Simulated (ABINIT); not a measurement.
ZrC:

```xyz
2
Lattice="0.0000 2.3650 2.3650 2.3650 0.0000 2.3650 2.3650 2.3650 0.0000" Properties=species:S:1:pos:R:3 pbc="T T T"
Zr    2.3650    2.3650    2.3650
C     0.0000    0.0000    0.0000
```

Base run:

| Quantity | Value |
| --- | --- |
| Program | ABINIT 10.8.3 (patched build) |
| Functional | r2SCAN |
| Potentials or basis | Ansatz NC r2SCAN |
| Cutoff | 1442 eV |
| k mesh | 10 × 10 × 10 |
| Occupations | fermi-dirac, width 0.05 eV |
| Spin | no spin polarisation |

Its results: band gap on the k mesh none (metal or under the smearing width); pressure -2.6 GPa.

Q: The run is repeated on the same cell with these changes: potentials or basis from Ansatz NC r2SCAN to PseudoDojo NC SR PBE v0.4.1 standard; cutoff from 1442 eV to 1333 eV. What comes out?

A: Band gap on the k mesh none (metal or under the smearing width); pressure -3.2 GPa.

Caveats: a meta-GGA on potentials with a model core is unreliable (some runs); the potentials were made for another functional, which shifts forces and pressure (some runs).
